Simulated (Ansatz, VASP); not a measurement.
**Two plane-wave programs on PbSe**

Contents of INCAR:

```
SYSTEM = PbSe
PREC = Accurate ; ENCUT = 520
EDIFF = 1E-6 ; ISMEAR = -1
SIGMA = 0.05 ; LREAL = .FALSE.
LASPH = .TRUE. ; NELM = 60
ALGO = Normal ; ISIF = 2
LWAVE = .FALSE. ; LCHARG = .FALSE.
GGA = CA ; NBANDS = 17
```

File KPOINTS:

```
regular mesh
0
G
  7 7 7
  0 0 0
```

The input POSCAR:

```
PbSe
1.0
    3.7331762438      0.0000000000      0.0000000000
    0.0000000000      3.7331762438      0.0000000000
    0.0000000000      0.0000000000      3.7331762438
Pb Se
1 1
Direct
    0.0000000000      0.0000000000      0.0000000000
    0.5000000000      0.5000000000      0.5000000000
```

input.yaml

```yaml
crystal:
  lattice:
    - [3.7331762438, 0.0, 0.0]
    - [0.0, 3.7331762438, 0.0]
    - [0.0, 0.0, 3.7331762438]
  atoms:
    - { symbol: Pb, position: [0.0, 0.0, 0.0] }
    - { symbol: Se, position: [0.5, 0.5, 0.5] }
hamiltonian:
  xc: lda
  pseudopotentials: { kind: paw }
kpoints:
  mp_grid: { grid: [7, 7, 7] }
scf:
  occupations: { method: fermi_dirac, width: 0.05 }
output:
  forces: true
  stress: true
  eigenvalues: true
```

Measurements of this composition are mostly on another form, of space group No. 225.

Alike in both runs: task single point; functional LDA; k mesh 7 × 7 × 7; occupations fermi-dirac, width 0.05 eV; no spin polarisation.

|  | VASP | Ansatz |
| --- | --- | --- |
| version | VASP 6.6.1 | Ansatz 0.2.0 |
| potentials or method | VASP PAW LDA potentials, release 64 (Pb_d, Se) | Ansatz PAW |
| plane-wave cutoff (eV) | 520 | 420 |
| valence electrons in the cell | 20 | 30 |

```csv
,VASP,Ansatz,Ansatz less VASP
gap on the k mesh at the Fermi level (eV),none,none,-
pressure (GPa),-2.9,-3.0,-0.08
```

A gap of «none» marks a metal or a gap that the smearing closes. The two sets of potentials don't hold the same shells in valence.

Caveats: the PAW data sets come from PBE, with cores solved anew for the run's functional, which leaves a small shift of forces and pressure (Ansatz). The runs have no spin-orbit coupling, so splittings on Pb are missing.
